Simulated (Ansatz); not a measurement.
# AlCu (Pm-3m) in Ansatz: a series of runs

One crystal, AlCu, is run at these levels: r2SCAN; tasks: single point, equation of state.

Program: Ansatz 0.2.0. These are calculated values, not measurements. Logs are shortened: lines on timing, memory, paths and dates and some standing lists are left out, and cuts for length are marked.

### 1 The structure

It takes space group Pm-3m (No. 221, cubic). The conventional cell has a = 2.998 Å, b = 2.998 Å, c = 2.998 Å, α = 90.00°, β = 90.00°, γ = 90.00°. Around Cu (site symmetry m-3m) lie 8 Al at 2.60 Å. Around Al (site symmetry m-3m) lie 8 Cu at 2.60 Å.

The cell comes from a database or a generator and needn't be the stable form of this composition.

### 2 Single point, r2SCAN, 12.66 Å³/atom (volume scaled by 0.94)

The input, input.yaml:

```yaml
crystal:
  lattice:
    - [2.9363181771, 0.0, 0.0]
    - [0.0, 2.9363181771, 0.0]
    - [0.0, 0.0, 2.9363181771]
  atoms:
    - { symbol: Cu, position: [0.5, 0.5, 0.5] }
    - { symbol: Al, position: [0.0, 0.0, 0.0] }
hamiltonian:
  xc: r2scan
  pseudopotentials: { kind: paw }
kpoints:
  mp_grid: { grid: [9, 9, 9] }
scf:
  occupations: { method: fermi_dirac, width: 0.05 }
output:
  forces: true
  stress: true
  eigenvalues: true
```

Potentials or basis: Ansatz PAW.

Launch:

```bash
> ansatz run input.yaml --threads 2 --pin off --max-ram 5632MiB --backend cpu --events-out ev --progress --plain --runs-dir out
```

The program printed:

```text
Warning: RAYON_NUM_THREADS=2 ignored (pool sized by the plan → 2); use --threads N
Engine: ansatz 0.2.0, x86_64-unknown-linux-gnu
Pseudopotentials: kind: paw
Pseudopotential: Cu, paw, valence charge 19, recommended cutoff 500 eV (meta_gga), Cu.paw.azcp
Pseudopotential: Al, paw, valence charge 3, recommended cutoff 500 eV (meta_gga), Al.paw.azcp
Functional definition: r2SCAN
  parameter k0 = 0.174
  parameter k1 = 0.065
  parameter a1 = 4.9479
  exchange = r2scan_x(k0 = k0, k1 = k1, a1 = a1)
  correlation = r2scan_c
Crystal: 2 atoms, lattice volume = 25.317 Å³
Basis set: ecut = 500 eV, 619 PW (Γ), exchange–correlation on 96×96×96 points (64 copies of the dense FFT grid, shifted against one another)
Bands: 15, of which v1, the nominal top of the filled ones, is band 11 counted from 1 (10 counted from 0)
Symmetry: 48 space group operations
Space group: Pm-3m (ITA 221), of the structure as read, at distance tolerance 2.9e-5 Å
k-points: 35 of 729
Non-local potential: Cu, projectors of the file, l = 0: 3, l = 1: 2, l = 2: 3, l = 3: 1
Non-local potential: Al, projectors of the file, l = 0: 2, l = 1: 2, l = 2: 1
PAW form: soft (Blöchl's): semilocal exchange-correlation on the pseudo side does not see the compensation charge
PAW frozen core: Cu, regenerated for the run's functional (the file was generated under x = pbe(κ = 0.804, μ = 0.2195149727645171), c = pbe(β = 0.06672455060314922))
PAW frozen core: Al, regenerated for the run's functional (the file was generated under x = pbe(κ = 0.804, μ = 0.2195149727645171), c = pbe(β = 0.06672455060314922))
PAW one-centre angular grid: Cu, 590 points (default); XC on 160 Gauss nodes
PAW one-centre angular grid: Al, 302 points (default); XC on 160 Gauss nodes
Initial density: superposition of atomic densities (neutral atoms: chi_scale 0, normalization atom), corrected by the library's trained network
Initial wavefunctions: pseudopotential atomic-orbital guess
Functional: x = r2scan, c = r2scan; τ floored in thin density (d = 2e-4 eV/Å³)
SCF iter   1: F=—  HF=-7171.972231 eV  |F-HF|=—  |Δ(HF+E_count)|=         —  Δρ=2.43e-2  dr2=1.02e-1  dr2_τ=7.50e-3  ethr=1.77e-3  ⟨swp⟩=4.3  Hψ=2373  notcnv=0
preconditioner: auto → none  [insulator: Δε(μ)=0.141 eV  Ē_g=10.937 eV  σ=0.050 eV  W_gap=0.59  n_scr=6 (ndim 8)  ℏωp=27.6 eV  f_vac=0.000  D(μ)=0.75/eV (n_scr^D=6)  ε∞_Penn≈7.4]
SCF iter   2: F=—  HF=-7172.018336 eV  |F-HF|=—  |Δ(HF+E_count)|=   4.61e-2  Δρ=3.86e-2  dr2=2.40e-1  dr2_τ=1.07e-3  ethr=4.63e-4  ⟨swp⟩=2.7  Hψ=1235  notcnv=0  defer=4  recentre
SCF iter   3: F=—  HF=-7171.967236 eV  |F-HF|=—  |Δ(HF+E_count)|=   5.11e-2  Δρ=4.80e-3  dr2=4.58e-3  dr2_τ=3.69e-5  ethr=4.63e-4  ⟨swp⟩=2.1  Hψ=970  notcnv=0  defer=4
SCF iter   4: F=—  HF=-7171.966616 eV  |F-HF|=—  |Δ(HF+E_count)|=   6.20e-4  Δρ=9.32e-4  dr2=3.48e-4  dr2_τ=3.14e-6  ethr=2.08e-5  ⟨swp⟩=2.0  Hψ=909  notcnv=0  defer=4
SCF iter   5: F=—  HF=-7171.966525 eV  |F-HF|=—  |Δ(HF+E_count)|=   9.02e-5  Δρ=2.83e-4  dr2=1.10e-5  dr2_τ=1.94e-7  ethr=1.58e-6  ⟨swp⟩=1.9  Hψ=669  notcnv=0  defer=4
SCF iter   6: F=—  HF=-7171.966520 eV  |F-HF|=—  |Δ(HF+E_count)|=   5.08e-6  Δρ=6.33e-5  dr2=1.07e-6  dr2_τ=4.74e-9  ethr=4.98e-8  ⟨swp⟩=2.3  Hψ=907  notcnv=0  defer=4
SCF iter   7: F=-7171.966520 eV  HF=-7171.966520 eV  |F-HF|=1.47e-8  |Δ(HF+E_count)|=   1.57e-7  Δρ=1.34e-5  dr2=3.38e-8  dr2_τ=6.79e-10  ethr=4.55e-10  ⟨swp⟩=3.1  Hψ=1885  notcnv=0
SCF 1 converged in 7 iterations: F = -7171.966520 eV  dr2 = 3.38e-8
SCF converged after 7 iterations
Free energy (F): -7171.966520 eV
Harris-Foulkes:  -7171.966520 eV  (|F-HF|=1.47e-8)
Internal energy: -7171.960855 eV  (E = F + TS)
E sigma→0 (E₀):  -7171.963688 eV
Entropy (-TS):   -0.005665 eV (-2.833 meV/atom)
Fermi energy:    13.982402 eV
--- Per-component energies (eV) ---
  E_band       = -441.625763
  E_kinetic    = 325.213323
  E_local      = -5127.204432  (includes V_loc(G=0)·N_el)
  E_nonlocal   = 400.771428
  E_hartree    = 2298.225089
  E_xc         = -122.325631
  E_vxc        = -159.044494  (∫ρ·V_xc dr)
  E_paw        = -2148.017678  (= ΣΔE_a)
  E_vpaw       = -488.551857  (= ΣTr[D̂ρ^β])
  E_aug_tail   = 0.000147  (compensation charges beyond the density's cutoff)
  E_vtau       = 10.739061  (kinetic-family band-sum trace: ∫τ·v_τ [+ j·A + Jᵃ·Aᵃ] dr)
  E_ewald      = -2798.261885
  E_core_change = -0.361216  (= ΣΔE_core)
  E_smearing   = -0.005665  (= −TS)
  E_closure    = -0.000000  (closes the sum)
  Σ components = -7171.966520   (vs F -7171.966520, Δ=0.00e0)
--- Forces (eV/Å), atoms counted from 1 ---
  atom   1  Cu     0.00000000     0.00000000     0.00000000
  atom   2  Al    -0.00000000     0.00000000     0.00000000
  max |Σ_I F_I| component: 4.98e-29 eV/Å
--- Stress (GPa, compression-positive) ---
        3.017604       0.000000       0.000000
        0.000000       3.017604       0.000000
        0.000000       0.000000       3.017604
  P = ⅓ Tr σ = 3.0176 GPa (30.176 kbar)
--- Band table (eV; the first three rows and the last of 35) ---
  k-point 0: bands = ["-104.1243", "-59.9284", "-59.9284", "-59.9284", "1.3896", "8.6029", "8.6029", "9.8339", "9.8339", "9.8339", "18.3088", "18.3088", "18.3088", "20.6219", "20.6219"]
  k-point 1: bands = ["-104.1243", "-59.9297", "-59.9283", "-59.9283", "1.6193", "8.6073", "8.6392", "9.7693", "9.7693", "9.8409", "16.1518", "18.5845", "18.5845", "20.6986", "22.4342"]
  k-point 2: bands = ["-104.1241", "-59.9330", "-59.9280", "-59.9280", "2.3011", "8.5295", "8.7326", "9.6139", "9.6139", "9.8589", "13.4390", "19.3750", "19.3750", "20.9204", "24.0576"]
  k-point 34: bands = ["-104.1227", "-59.9373", "-59.9373", "-59.9373", "7.9223", "8.0791", "8.0791", "10.1521", "10.1521", "13.0644", "14.4050", "14.4050", "16.3563", "16.9975", "16.9975"]
```

It took 2.2 s on 2 threads of Intel Xeon at 2.70GHz, shared host; peak memory 0.38 GiB.

Results:

```
Free energy            : -7171.9665 eV
Pressure               : 3.0 GPa
Band gap on the k mesh : none (metal or under the smearing width)
```

Caveat: the PAW data sets come from PBE, with cores solved anew for the run's functional, which leaves a small shift of forces and pressure.

### 3 Single point, r2SCAN, 12.93 Å³/atom (volume scaled by 0.96)

input.yaml, as its differences from that of step 2:

```diff
@@ -2,5 +2,5 @@
   lattice:
-    - [2.9363181771, 0.0, 0.0]
-    - [0.0, 2.9363181771, 0.0]
-    - [0.0, 0.0, 2.9363181771]
+    - [2.9569971555, 0.0, 0.0]
+    - [0.0, 2.9569971555, 0.0]
+    - [0.0, 0.0, 2.9569971555]
   atoms:
```

Potentials or basis: Ansatz PAW.

Launch:

```bash
> ansatz run input.yaml --threads 2 --pin off --max-ram 5632MiB --backend cpu --events-out ev --progress --plain --runs-dir out
```

It took 2.1 s on 2 threads of Intel Xeon at 2.70GHz, shared host; peak memory 0.38 GiB.

It converged, with:

| Item | Value |
| --- | --- |
| Free energy | -7171.9716 eV |
| Pressure | 0.1 GPa |
| Band gap on the k mesh | none (metal or under the smearing width) |

Caveat: the PAW data sets come from PBE, with cores solved anew for the run's functional, which leaves a small shift of forces and pressure.

### 4 Single point, r2SCAN, 13.20 Å³/atom (volume scaled by 0.98)

input.yaml, as its differences from that of step 3:

```diff
@@ -2,5 +2,5 @@
   lattice:
-    - [2.9569971555, 0.0, 0.0]
-    - [0.0, 2.9569971555, 0.0]
-    - [0.0, 0.0, 2.9569971555]
+    - [2.9773908838, 0.0, 0.0]
+    - [0.0, 2.9773908838, 0.0]
+    - [0.0, 0.0, 2.9773908838]
   atoms:
```

Launch:

```bash
> ansatz run input.yaml --threads 2 --pin off --max-ram 5632MiB --backend cpu --events-out ev --progress --plain --runs-dir out
```

Run time: 2.2 s. Hardware: 2 threads of Intel Xeon at 2.70GHz, shared host; peak memory 0.38 GiB.

The run converged. Its results:

- Free energy: -7171.9672 eV
- Pressure: -2.6 GPa
- Band gap on the k mesh: none (metal or under the smearing width)

Caveat: the PAW data sets come from PBE, with cores solved anew for the run's functional, which leaves a small shift of forces and pressure.

### 5 Single point, r2SCAN, 13.47 Å³/atom

input.yaml, as its differences from that of step 4:

```diff
@@ -2,5 +2,5 @@
   lattice:
-    - [2.9773908838, 0.0, 0.0]
-    - [0.0, 2.9773908838, 0.0]
-    - [0.0, 0.0, 2.9773908838]
+    - [2.997509, 0.0, 0.0]
+    - [0.0, 2.997509, 0.0]
+    - [0.0, 0.0, 2.997509]
   atoms:
```

Launch:

```bash
> ansatz run input.yaml --threads 2 --pin off --max-ram 5632MiB --backend cpu --events-out ev --progress --plain --runs-dir out
```

Run time: 2.2 s. Hardware: 2 threads of Intel Xeon at 2.70GHz, shared host; peak memory 0.38 GiB.

Results (log left out):

```yaml
Free_energy: -7171.9546 eV
Pressure: -4.9 GPa
Band_gap_on_the_k_mesh: none (metal or under the smearing width)
```

Caveat: the PAW data sets come from PBE, with cores solved anew for the run's functional, which leaves a small shift of forces and pressure.

### 6 Single point, r2SCAN, 13.74 Å³/atom (volume scaled by 1.02)

input.yaml, as its differences from that of step 5:

```diff
@@ -2,5 +2,5 @@
   lattice:
-    - [2.997509, 0.0, 0.0]
-    - [0.0, 2.997509, 0.0]
-    - [0.0, 0.0, 2.997509]
+    - [3.0173606315, 0.0, 0.0]
+    - [0.0, 3.0173606315, 0.0]
+    - [0.0, 0.0, 3.0173606315]
   atoms:
```

Potentials or basis: Ansatz PAW.

Launch:

```bash
> ansatz run input.yaml --threads 2 --pin off --max-ram 5632MiB --backend cpu --events-out ev --progress --plain --runs-dir out
```

Wall time 2.8 s (2 threads of Intel Xeon at 2.70GHz, shared host); peak memory 0.38 GiB.

Results (log left out):

```
Free energy            : -7171.9345 eV
Pressure               : -7.0 GPa
Band gap on the k mesh : none (metal or under the smearing width)
```

Caveat: the PAW data sets come from PBE, with cores solved anew for the run's functional, which leaves a small shift of forces and pressure.

### 7 Single point, r2SCAN, 14.01 Å³/atom (volume scaled by 1.04)

input.yaml, as its differences from that of step 6:

```diff
@@ -2,5 +2,5 @@
   lattice:
-    - [3.0173606315, 0.0, 0.0]
-    - [0.0, 3.0173606315, 0.0]
-    - [0.0, 0.0, 3.0173606315]
+    - [3.0369544314, 0.0, 0.0]
+    - [0.0, 3.0369544314, 0.0]
+    - [0.0, 0.0, 3.0369544314]
   atoms:
@@ -19 +19,5 @@
   eigenvalues: true
+  write_density: true
+  write_potential: true
+  elf: true
+  volumetric_format: npy
```

Launch:

```bash
> ansatz run input.yaml --threads 2 --pin off --max-ram 5632MiB --backend cpu --events-out ev --progress --plain --runs-dir out
```

It took 3.6 s on 2 threads of Intel Xeon at 2.70GHz, shared host; peak memory 0.39 GiB.

The run converged. Its results:

```
Free energy            : -7171.9080 eV
Pressure               : -8.8 GPa
Band gap on the k mesh : none (metal or under the smearing width)
```

Caveat: the PAW data sets come from PBE, with cores solved anew for the run's functional, which leaves a small shift of forces and pressure.

### 8 Single point, r2SCAN, 14.27 Å³/atom (volume scaled by 1.06)

The input, input.yaml:

```yaml
crystal:
  lattice:
    - [3.0562986117, 0.0, 0.0]
    - [0.0, 3.0562986117, 0.0]
    - [0.0, 0.0, 3.0562986117]
  atoms:
    - { symbol: Cu, position: [0.5, 0.5, 0.5] }
    - { symbol: Al, position: [0.0, 0.0, 0.0] }
hamiltonian:
  xc: r2scan
  pseudopotentials: { kind: paw }
kpoints:
  mp_grid: { grid: [9, 9, 9] }
scf:
  occupations: { method: fermi_dirac, width: 0.05 }
output:
  forces: true
  stress: true
  eigenvalues: true
```

Launch:

```bash
> ansatz run input.yaml --threads 2 --pin off --max-ram 5632MiB --backend cpu --events-out ev --progress --plain --runs-dir out
```

It took 2.3 s on 2 threads of Intel Xeon at 2.70GHz, shared host; peak memory 0.38 GiB.

Results (log left out):

```yaml
Free_energy: -7171.8757 eV
Pressure: -10.4 GPa
Band_gap_on_the_k_mesh: none (metal or under the smearing width)
```

Caveat: the PAW data sets come from PBE, with cores solved anew for the run's functional, which leaves a small shift of forces and pressure.

### 9 Equation of state, r2SCAN

Potentials or basis: Ansatz PAW.

This step only gathers the single runs of the series.

What came out:

| Property | Result |
| --- | --- |
| Equilibrium volume | 12.93 Å³/atom |
| Bulk modulus | 134 GPa |
| Pressure derivative of the bulk modulus | 4.9 |

Energy against volume, from the lowest point:
| volume (Å³/atom) | energy (meV/atom) |
| --- | --- |
| 12.658 | 2.53 |
| 12.928 | 0.00 |
| 13.197 | 2.17 |
| 13.466 | 8.50 |
| 13.736 | 18.52 |
| 14.005 | 31.78 |
| 14.274 | 47.92 |

Caveat: the PAW data sets were made with another functional, which shifts forces and pressure a little.
